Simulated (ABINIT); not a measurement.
# CaSe (Fm-3m) in ABINIT: further runs

The runs below take CaSe through band structure, with r2SCAN.

All numbers are computed with ABINIT 10.8.3 (patched build); they aren't measurements. Logs are shortened: lines on timing, memory, paths and dates and some standing lists are left out, and cuts for length are marked. The log counts tension as positive stress, the text compression.

**Measured values to compare with.**

From a printed reference work, monograph, original work of 1988, for a bulk crystal of CaSe at 2 K: band gap 3.85 eV (indirect).

How close the calculation comes is told below.

## Step 1: The structure

It takes space group Fm-3m (No. 225, cubic). The conventional cell has a = 5.912 Å, b = 5.912 Å, c = 5.912 Å, α = 90.00°, β = 90.00°, γ = 90.00°. Around Se (site symmetry m-3m) lie 6 Ca at 2.96 Å. Ca (site symmetry m-3m) has 6 Se at 2.96 Å as nearest neighbours.

## Step 2: Band structure, r2SCAN

run.abi reads:

```
# Datasets: ground state, then fixed potential
ndtset 2

# Pseudopotentials
pp_dirpath "./"
pseudos "Se.GGA_PBE-ansatz.xml, Ca.GGA_PBE-ansatz.xml"

# Structure
acell 4.1804152904 4.1804152904 4.1804152904 Angstrom
rprim
     0.0000000000     0.7071067812     0.7071067812
     0.7071067812     0.0000000000     0.7071067812
     0.7071067812     0.7071067812     0.0000000000
ntypat 2
znucl 34 20
natom 2
typat 1 2
xred
     0.5000000000     0.5000000000     0.5000000000
     0.0000000000     0.0000000000     0.0000000000

# Plane-wave basis
ecut 18.0
pawecutdg 36.0

# Exchange and correlation
ixc -497498
usekden 1
pawxcdev 0

# Bands and occupations
occopt 3
tsmear 0.05 eV

# SCF cycle
nstep 100

# Output
iomode 3
prtwf 0
prteig 0
prtebands 0
enunit 1
prtden1 1
prtkden1 1

# Dataset 1
kptopt1 1
ngkpt1 6 6 6
nshiftk1 1
shiftk1 0.0 0.0 0.0
nband1 17
tolvrs1 1.0e-7

# Dataset 2: bands along G-X-W-K-G-L-U-W-L-K
iscf2 -2
getden2 1
getkden2 1
nband2 23
nbdbuf2 4
tolwfr2 1.0e-11
kptopt2 -9
ndivsm2 5
prteig2 1
kptbounds2
     0.0000000000     0.0000000000     0.0000000000
     0.5000000000     0.0000000000     0.5000000000
     0.5000000000     0.2500000000     0.7500000000
     0.3750000000     0.3750000000     0.7500000000
     0.0000000000     0.0000000000     0.0000000000
     0.5000000000     0.5000000000     0.5000000000
     0.6250000000     0.2500000000     0.6250000000
     0.5000000000     0.2500000000     0.7500000000
     0.5000000000     0.5000000000     0.5000000000
     0.3750000000     0.3750000000     0.7500000000
```

Potentials or basis: Ansatz PAW PBE default generated set, frozen core.

Run with:

```sh
$ mpirun --bind-to none -np 4 abinit run.abi > log 2>&1
```

run.abo:

```text
[... set-up lines left out ...]
 ETOT  1  -158.16371846729    -1.582E+02 8.987E+01 8.899E+00
 ETOT  2  -160.51834375199    -2.355E+00 1.042E-01 1.132E+01
 ETOT  3  -160.48431035197     3.403E-02 7.280E-02 4.201E+00
 ETOT  4  -160.47222865310     1.208E-02 2.970E-02 1.262E+00
 ETOT  5  -160.46811771410     4.111E-03 8.797E-03 1.834E-01
 ETOT  6  -160.46738575802     7.320E-04 1.559E-02 1.258E-02
 ETOT  7  -160.46734203566     4.372E-05 6.299E-03 3.761E-03
 ETOT  8  -160.46731892071     2.311E-05 6.166E-03 1.183E-04
 ETOT  9  -160.46731920764    -2.869E-07 3.057E-03 1.083E-04
 ETOT 10  -160.46731872632     4.813E-07 1.985E-03 6.914E-07
 ETOT 11  -160.46731873412    -7.803E-09 2.005E-03 1.796E-08

 At SCF step   11       nres2   =  1.80E-08 < tolvrs=  1.00E-07 =>converged.

Result for kinetic energy density :

--------------------------------------------------------------------------------
 Total kinetic energy density [Ha/Bohr^3]
)     Maximum=    1.5743E+00  at reduced coord.    0.0000    0.0000    0.0000
)     Minimum=    1.4081E-03  at reduced coord.    0.2444    0.2444    0.2444
   Integrated=    1.4659E+01
--------------------------------------------------------------------------------

 Cartesian components of stress tensor (hartree/bohr^3)
  sigma(1 1)= -2.05856568E-05  sigma(3 2)=  0.00000000E+00
  sigma(2 2)= -2.05856568E-05  sigma(3 1)=  0.00000000E+00
  sigma(3 3)= -2.05856568E-05  sigma(2 1)=  0.00000000E+00

--- !ResultsGS
iteration_state: {dtset: 1, }
comment   : Summary of ground state results
lattice_vectors:
- [  0.0000000,   5.5860304,   5.5860304, ]
- [  5.5860304,   0.0000000,   5.5860304, ]
- [  5.5860304,   5.5860304,   0.0000000, ]
lattice_lengths: [   7.89984,    7.89984,    7.89984, ]
lattice_angles: [ 60.000,  60.000,  60.000, ] # degrees, (23, 13, 12)
lattice_volume:   3.4861004E+02
convergence: {deltae: -7.803E-09, res2:  1.796E-08, residm:  2.005E-03, diffor: null, }
etotal    :  -1.60467319E+02
entropy   :   0.00000000E+00
fermie    :   1.19753026E-01
cartesian_stress_tensor: # hartree/bohr^3
- [ -2.05856568E-05,   0.00000000E+00,   0.00000000E+00, ]
- [  0.00000000E+00,  -2.05856568E-05,   0.00000000E+00, ]
- [  0.00000000E+00,   0.00000000E+00,  -2.05856568E-05, ]
pressure_GPa:   6.0565E-01
xred      :
- [  5.0000E-01,   5.0000E-01,   5.0000E-01, Se]
- [  0.0000E+00,   0.0000E+00,   0.0000E+00, Ca]
cartesian_forces: # hartree/bohr
- [ -0.00000000E+00,  -0.00000000E+00,  -0.00000000E+00, ]
- [ -0.00000000E+00,  -0.00000000E+00,  -0.00000000E+00, ]
force_length_stats: {min:   0.00000000E+00, max:   0.00000000E+00, mean:   0.00000000E+00, }
...

 Integrated electronic density in atomic spheres:
 ------------------------------------------------
 Atom  Sphere_radius  Integrated_density
    1        2.63806         15.30693079
    2        2.63806          8.40060352

================================================================================

 ----iterations are completed or convergence reached----

 Mean square residual over all n,k,spin=   29.166E-06; max=  20.048E-04
 reduced coordinates (array xred) for    2 atoms
       0.500000000000      0.500000000000      0.500000000000
       0.000000000000      0.000000000000      0.000000000000
 rms dE/dt=  0.0000E+00; max dE/dt=  0.0000E+00; dE/dt below (all hartree)
    1       0.000000000000      0.000000000000      0.000000000000
    2       0.000000000000      0.000000000000      0.000000000000

 cartesian coordinates (angstrom) at end:
    1      2.95600000007401     2.95600000007401     2.95600000007401
    2      0.00000000000000     0.00000000000000     0.00000000000000

 cartesian forces (hartree/bohr) at end:
    1     -0.00000000000000    -0.00000000000000    -0.00000000000000
    2     -0.00000000000000    -0.00000000000000    -0.00000000000000
 frms,max,avg= 0.0000000E+00 0.0000000E+00   0.000E+00  0.000E+00  0.000E+00 h/b

 cartesian forces (eV/Angstrom) at end:
    1     -0.00000000000000    -0.00000000000000    -0.00000000000000
    2     -0.00000000000000    -0.00000000000000    -0.00000000000000
 frms,max,avg= 0.0000000E+00 0.0000000E+00   0.000E+00  0.000E+00  0.000E+00 e/A
 length scales=  7.899839991413  7.899839991413  7.899839991413 bohr
              =  4.180415290400  4.180415290400  4.180415290400 angstroms
[... 83 lines left out ...]

 Fine grid specifications (used for densities):

 getcut: wavevector=  0.0000  0.0000  0.0000  ngfft=  45  45  45
         ecut(hartree)=     36.000   => boxcut(ratio)=   2.06214
--------------------------------------------------------------------------------

================================================================================
 Non-SCF case, kpt    1 (  0.00000  0.00000  0.00000), residuals and eigenvalues=
  1.83E-12  1.59E-12  2.74E-12  4.92E-12  6.73E-12  2.84E-12  4.69E-12  2.73E-12
  1.77E-12  6.98E-12  8.15E-12  7.07E-12  9.62E-12  3.56E-12  1.85E-12  1.84E-12
  2.38E-12  5.32E-12  9.48E-12  9.87E-10  2.14E-06  6.38E-06  1.16E-04
 -1.6385E+00 -1.6385E+00 -1.6382E+00 -1.6382E+00 -1.6382E+00 -1.4443E+00
 -7.1339E-01 -7.1339E-01 -7.1339E-01 -3.7441E-01  7.3818E-02  7.3818E-02
  7.3818E-02  2.2631E-01  2.2896E-01  2.2896E-01  2.2896E-01  2.5122E-01
  2.5122E-01  4.5913E-01  5.5114E-01  5.5114E-01  5.5116E-01
 Non-SCF case, kpt    2 (  0.03571  0.00000  0.03571), residuals and eigenvalues=
  3.52E-12  2.12E-12  2.07E-12  2.67E-12  2.90E-12  1.40E-12  3.66E-12  2.80E-12
  3.33E-12  4.01E-12  4.46E-12  1.12E-12  8.76E-13  5.09E-12  2.20E-12  8.59E-12
  4.10E-12  4.11E-12  8.05E-12  1.70E-09  2.05E-06  4.42E-05  5.26E-05
 -1.6385E+00 -1.6385E+00 -1.6382E+00 -1.6382E+00 -1.6382E+00 -1.4443E+00
 -7.1344E-01 -7.1340E-01 -7.1340E-01 -3.7401E-01  6.9865E-02  7.3013E-02
[... 668 lines left out ...]
  1.19E-12  4.05E-12  5.42E-12  2.43E-12  9.73E-12  8.98E-12  3.41E-12  6.10E-12
  2.96E-12  3.17E-12  1.69E-12  2.84E-10  3.37E-08  4.03E-07  7.00E-05
 -1.6385E+00 -1.6385E+00 -1.6382E+00 -1.6382E+00 -1.6382E+00 -1.4440E+00
 -7.1600E-01 -7.1550E-01 -7.1417E-01 -3.4896E-01 -1.1859E-02 -2.0459E-03
  3.1810E-02  2.2141E-01  3.0039E-01  3.0335E-01  3.0858E-01  3.2127E-01
  3.5171E-01  4.3369E-01  4.5224E-01  5.1798E-01  5.7161E-01
 Non-SCF case, kpt   87 (  0.37500  0.37500  0.75000), residuals and eigenvalues=
  5.32E-12  8.59E-12  7.41E-12  3.72E-12  3.61E-12  2.55E-12  1.75E-12  7.52E-12
  4.65E-12  2.01E-12  4.74E-12  3.49E-12  4.57E-12  9.04E-12  3.64E-12  8.53E-12
  3.14E-12  6.82E-12  7.69E-12  2.50E-09  4.12E-08  2.50E-05  3.28E-05
 -1.6385E+00 -1.6385E+00 -1.6382E+00 -1.6382E+00 -1.6382E+00 -1.4440E+00
 -7.1587E-01 -7.1559E-01 -7.1425E-01 -3.4930E-01 -9.8792E-03 -1.2485E-03
  3.2586E-02  2.1276E-01  3.0593E-01  3.0603E-01  3.0654E-01  3.1435E-01
  3.4469E-01  4.4329E-01  4.5285E-01  5.3399E-01  5.7187E-01

Result for kinetic energy density :

--------------------------------------------------------------------------------
 Total kinetic energy density [Ha/Bohr^3]
)     Maximum=    1.5743E+00  at reduced coord.    0.0000    0.0000    0.0000
)     Minimum=    1.4081E-03  at reduced coord.    0.2444    0.2444    0.2444
   Integrated=    1.4659E+01
--------------------------------------------------------------------------------

--- !ResultsGS
iteration_state: {dtset: 2, }
comment   : Summary of ground state results
lattice_vectors:
- [  0.0000000,   5.5860304,   5.5860304, ]
- [  5.5860304,   0.0000000,   5.5860304, ]
- [  5.5860304,   5.5860304,   0.0000000, ]
lattice_lengths: [   7.89984,    7.89984,    7.89984, ]
lattice_angles: [ 60.000,  60.000,  60.000, ] # degrees, (23, 13, 12)
lattice_volume:   3.4861004E+02
convergence: {deltae:  0.000E+00, res2:  0.000E+00, residm:  9.977E-12, diffor:  0.000E+00, }
etotal    :  -1.60467319E+02
entropy   :   0.00000000E+00
fermie    :   1.19753026E-01
cartesian_stress_tensor: null
pressure_GPa: null
xred      :
- [  5.0000E-01,   5.0000E-01,   5.0000E-01, Se]
- [  0.0000E+00,   0.0000E+00,   0.0000E+00, Ca]
cartesian_forces: null
force_length_stats: {min: null, max: null, mean: null, }
...

 Integrated electronic density in atomic spheres:
 ------------------------------------------------
 Atom  Sphere_radius  Integrated_density
    1        2.63806         15.30693079
    2        2.63806          8.40060352

================================================================================

 ----iterations are completed or convergence reached----

 Mean square residual over all n,k,spin=   48.505E-13; max=  99.768E-13
 reduced coordinates (array xred) for    2 atoms
       0.500000000000      0.500000000000      0.500000000000
       0.000000000000      0.000000000000      0.000000000000

 cartesian coordinates (angstrom) at end:
    1      2.95600000007401     2.95600000007401     2.95600000007401
    2      0.00000000000000     0.00000000000000     0.00000000000000
 length scales=  7.899839991413  7.899839991413  7.899839991413 bohr
              =  4.180415290400  4.180415290400  4.180415290400 angstroms
 Eigenvalues (   eV  ) for nkpt=  87  k points:
 kpt#   1, nband= 23, wtk=  1.00000, kpt=  0.0000  0.0000  0.0000 (reduced coord)
 -44.58509  -44.58509  -44.57883  -44.57883  -44.57883  -39.30161  -19.41232  -19.41232
 -19.41232  -10.18817    2.00870    2.00870    2.00870    6.15824    6.23019    6.23019
   6.23019    6.83603    6.83603   12.49344   14.99725   14.99732   14.99785
 kpt#   2, nband= 23, wtk=  1.00000, kpt=  0.0357  0.0000  0.0357 (reduced coord)
 -44.58509  -44.58509  -44.57883  -44.57882  -44.57882  -39.30151  -19.41373  -19.41273
 -19.41273  -10.17736    1.90113    1.98680    1.98680    6.19833    6.24374    6.28083
   6.28083    6.84482    6.92453   12.52575   14.90299   14.90321   15.04279
 kpt#   3, nband= 23, wtk=  1.00000, kpt=  0.0714  0.0000  0.0714 (reduced coord)
 -44.58510  -44.58509  -44.57883  -44.57882  -44.57882  -39.30120  -19.41781  -19.41393
 -19.41393  -10.14583    1.62155    1.92511    1.92511    6.10708    6.41128    6.42719
   6.42719    6.87088    7.23451   12.61454   14.66441   14.66587   15.18802
 kpt#   4, nband= 23, wtk=  1.00000, kpt=  0.1071  0.0000  0.1071 (reduced coord)
 -44.58511  -44.58508  -44.57883  -44.57880  -44.57880  -39.30068  -19.42419  -19.41587
 -19.41587  -10.09619    1.25347    1.83379    1.83379    5.96783    6.56195    6.65443
   6.65443    6.91332    7.77663   12.73900   14.36125   14.36417   15.14829
 kpt#   5, nband= 23, wtk=  1.00000, kpt=  0.1429  0.0000  0.1429 (reduced coord)
[... 317 lines left out ...]
 -19.42870   -9.48267   -0.68454    0.21434    0.83882    6.53888    7.90100    8.14844
   8.62257    9.11809    9.63270   11.32015   12.51547   12.98682   15.82828
 kpt#  85, nband= 23, wtk=  1.00000, kpt=  0.4028  0.4028  0.6944 (reduced coord)
 -44.58526  -44.58505  -44.57878  -44.57866  -44.57864  -39.29308  -19.49153  -19.46179
 -19.43122   -9.48848   -0.50202    0.06799    0.84997    6.27853    8.02601    8.19422
   8.50139    8.93052    9.66546   11.50561   12.39536   13.54054   15.68505
 kpt#  86, nband= 23, wtk=  1.00000, kpt=  0.3889  0.3889  0.7222 (reduced coord)
 -44.58529  -44.58504  -44.57880  -44.57865  -44.57863  -39.29282  -19.48342  -19.46971
 -19.43359   -9.49563   -0.32271   -0.05567    0.86558    6.02491    8.17390    8.25453
   8.39702    8.74229    9.57058   11.80124   12.30616   14.09489   15.55428
 kpt#  87, nband= 23, wtk=  1.00000, kpt=  0.3750  0.3750  0.7500 (reduced coord)
 -44.58531  -44.58503  -44.57881  -44.57864  -44.57862  -39.29265  -19.47983  -19.47219
 -19.43564   -9.50485   -0.26883   -0.03397    0.88670    5.78958    8.32477    8.32746
   8.34143    8.55396    9.37942   12.06241   12.32267   14.53057   15.56130

== END DATASET(S) ==============================================================
================================================================================

 -outvars: echo values of variables after computation  --------
            acell      7.8998399914E+00  7.8998399914E+00  7.8998399914E+00 Bohr
           etotal1    -1.6046731873E+02
            fcart1    -0.0000000000E+00 -0.0000000000E+00 -0.0000000000E+00
                      -0.0000000000E+00 -0.0000000000E+00 -0.0000000000E+00
            rprim      0.0000000000E+00  7.0710678120E-01  7.0710678120E-01
                       7.0710678120E-01  0.0000000000E+00  7.0710678120E-01
                       7.0710678120E-01  7.0710678120E-01  0.0000000000E+00
           strten1    -2.0585656823E-05 -2.0585656823E-05 -2.0585656823E-05
                       0.0000000000E+00  0.0000000000E+00  0.0000000000E+00
           xangst      2.9560000001E+00  2.9560000001E+00  2.9560000001E+00
                       0.0000000000E+00  0.0000000000E+00  0.0000000000E+00
             xred      5.0000000000E-01  5.0000000000E-01  5.0000000000E-01
                       0.0000000000E+00  0.0000000000E+00  0.0000000000E+00
 Calculation completed.
```

It took 2.3 min on 4 MPI ranks of Intel Xeon Platinum 8259CL at 2.50GHz (Skylake/Cascade Lake), shared host; peak memory 0.96 GiB.

Results:

```yaml
Free_energy: -4366.5382 eV
Pressure: 0.6 GPa
Band_gap_on_the_k_mesh: 2.49 eV, indirect (least direct gap 3.44 eV)
Band_gap_along_the_path: 2.49 eV, indirect (least direct gap 3.44 eV)
Valence_electrons_inside_the_program's_atomic_spheres: Se 15.31; Ca 8.40
```

Levels at the corners of the path, in eV from the valence-band top:
| point | band 9 | band 10 | band 11 | band 12 | band 13 | band 14 | band 15 | band 16 | band 17 | band 18 |
| --- | --- | --- | --- | --- | --- | --- | --- | --- | --- | --- |
| Γ | -21.42 | -12.20 | 0.00 | 0.00 | 0.00 | 4.15 | 4.22 | 4.22 | 4.22 | 4.83 |
| X | -21.45 | -11.59 | -2.55 | -0.95 | -0.95 | 2.49 | 5.62 | 5.82 | 6.64 | 6.64 |
| W | -21.46 | -11.50 | -1.99 | -1.99 | -1.67 | 4.94 | 4.94 | 5.89 | 6.38 | 6.65 |
| K | -21.44 | -11.51 | -2.28 | -2.04 | -1.12 | 3.78 | 6.32 | 6.32 | 6.33 | 6.55 |
| Γ | -21.42 | -12.20 | 0.00 | 0.00 | 0.00 | 4.15 | 4.22 | 4.22 | 4.22 | 4.83 |
| L | -21.43 | -11.47 | -3.28 | -1.19 | -1.19 | 5.12 | 6.09 | 6.11 | 6.11 | 8.17 |
| U | -21.44 | -11.51 | -2.28 | -2.04 | -1.12 | 3.78 | 6.32 | 6.32 | 6.33 | 6.55 |
| W | -21.46 | -11.50 | -1.99 | -1.99 | -1.67 | 4.94 | 4.94 | 5.89 | 6.38 | 6.65 |
| L | -21.43 | -11.47 | -3.28 | -1.19 | -1.19 | 5.12 | 6.09 | 6.11 | 6.11 | 8.17 |
| K | -21.44 | -11.51 | -2.28 | -2.04 | -1.12 | 3.78 | 6.32 | 6.32 | 6.33 | 6.55 |

Caveat: totals of a meta-GGA on PAW files have another zero than those of a GGA; the PAW data sets were made with another functional, which shifts forces and pressure a little.

## Step 3: Band structure, r2SCAN

Changes to run.abi since step 2:

```diff
@@ -5,3 +5,3 @@
 pp_dirpath "./"
-pseudos "Se.GGA_PBE-ansatz.xml, Ca.GGA_PBE-ansatz.xml"
+pseudos "Se.GGA_PBE-JTH.xml, Ca.GGA_PBE-JTH.xml"
 
@@ -22,4 +22,4 @@
 # Plane-wave basis
-ecut 18.0
-pawecutdg 36.0
+ecut 23.0
+pawecutdg 45.0
 
@@ -51,3 +51,3 @@
 shiftk1 0.0 0.0 0.0
-nband1 17
+nband1 12
 tolvrs1 1.0e-7
@@ -58,3 +58,3 @@
 getkden2 1
-nband2 23
+nband2 18
 nbdbuf2 4
```

Potentials or basis: JTH PAW PBE v2.0.

Run with:

```sh
$ mpirun --bind-to none -np 4 abinit run.abi > log 2>&1
```

Run time: 74 s. Hardware: 4 MPI ranks of Intel Xeon Platinum 8259CL at 2.50GHz (Skylake/Cascade Lake), shared host; peak memory 0.52 GiB.

Results (log left out):

| Quantity | Value |
| --- | --- |
| Free energy | -911.5960 eV |
| Pressure | 0.5 GPa |
| Band gap on the k mesh | 2.48 eV, indirect (least direct gap 3.43 eV) |
| Band gap along the path | 2.48 eV, indirect (least direct gap 3.43 eV) |
| Valence electrons inside the program's atomic spheres | Se 4.06; Ca 7.42 |

Levels at the corners of the path, in eV from the valence-band top:
| point | band 5 | band 6 | band 7 | band 8 | band 9 | band 10 | band 11 | band 12 |
| --- | --- | --- | --- | --- | --- | --- | --- | --- |
| Γ | -12.20 | 0.00 | 0.00 | 0.00 | 4.15 | 4.21 | 4.21 | 4.21 |
| X | -11.59 | -2.55 | -0.95 | -0.95 | 2.48 | 5.61 | 5.80 | 6.64 |
| W | -11.50 | -2.00 | -2.00 | -1.67 | 4.94 | 4.94 | 5.88 | 6.38 |
| K | -11.51 | -2.28 | -2.04 | -1.12 | 3.77 | 6.32 | 6.32 | 6.33 |
| Γ | -12.20 | 0.00 | 0.00 | 0.00 | 4.15 | 4.21 | 4.21 | 4.21 |
| L | -11.47 | -3.28 | -1.19 | -1.19 | 5.11 | 6.10 | 6.12 | 6.12 |
| U | -11.51 | -2.28 | -2.04 | -1.12 | 3.77 | 6.32 | 6.32 | 6.33 |
| W | -11.50 | -2.00 | -2.00 | -1.67 | 4.94 | 4.94 | 5.88 | 6.38 |
| L | -11.47 | -3.28 | -1.19 | -1.19 | 5.11 | 6.10 | 6.12 | 6.12 |
| K | -11.51 | -2.28 | -2.04 | -1.12 | 3.77 | 6.32 | 6.32 | 6.33 |

Caveat: totals of a meta-GGA on PAW files have another zero than those of a GGA; the PAW data sets were made with another functional, which shifts forces and pressure a little.

## Step 4: Band structure, r2SCAN

Changes to run.abi since step 3:

```diff
@@ -5,3 +5,3 @@
 pp_dirpath "./"
-pseudos "Se.GGA_PBE-JTH.xml, Ca.GGA_PBE-JTH.xml"
+pseudos "Se.upf, Ca.upf"
 
@@ -22,4 +22,3 @@
 # Plane-wave basis
-ecut 23.0
-pawecutdg 45.0
+ecut 55.0
 
@@ -28,3 +27,4 @@
 usekden 1
-pawxcdev 0
+nc_xccc_gspace 1
+boxcutmin 3.0
 
@@ -51,4 +51,4 @@
 shiftk1 0.0 0.0 0.0
-nband1 12
-tolvrs1 1.0e-7
+nband1 17
+tolvrs1 1.0e-9
 
@@ -58,3 +58,3 @@
 getkden2 1
-nband2 18
+nband2 23
 nbdbuf2 4
```

Potentials or basis: Ansatz NC r2SCAN.

Run with:

```sh
$ mpirun --bind-to none -np 4 abinit run.abi > log 2>&1
```

Wall time 16 min (4 MPI ranks of Intel Xeon Platinum 8259CL at 2.50GHz (Skylake/Cascade Lake), shared host); peak memory 1.2 GiB.

The run converged. Its results:

```yaml
Free_energy: -4228.0389 eV
Pressure: 0.6 GPa
Band_gap_on_the_k_mesh: 2.49 eV, indirect (least direct gap 3.44 eV)
Band_gap_along_the_path: 2.49 eV, indirect (least direct gap 3.44 eV)
Valence_electrons_inside_the_program's_atomic_spheres: Se 13.32; Ca 7.58
```

Levels at the corners of the path, in eV from the valence-band top:
```
point  band 11  band 12  band 13  band 14  band 15  band 16
    Γ     0.00     0.00     0.00     4.16     4.22     4.22
    X    -2.55    -0.95    -0.95     2.49     5.62     5.82
    W    -1.99    -1.99    -1.67     4.94     4.94     5.89
    K    -2.28    -2.04    -1.12     3.78     6.31     6.32
    Γ     0.00     0.00     0.00     4.16     4.22     4.22
    L    -3.28    -1.19    -1.19     5.13     6.09     6.11
    U    -2.28    -2.04    -1.12     3.78     6.31     6.32
    W    -1.99    -1.99    -1.67     4.94     4.94     5.89
    L    -3.28    -1.19    -1.19     5.13     6.09     6.11
    K    -2.28    -2.04    -1.12     3.78     6.31     6.32
```

(Continued in part 2 of 2.)
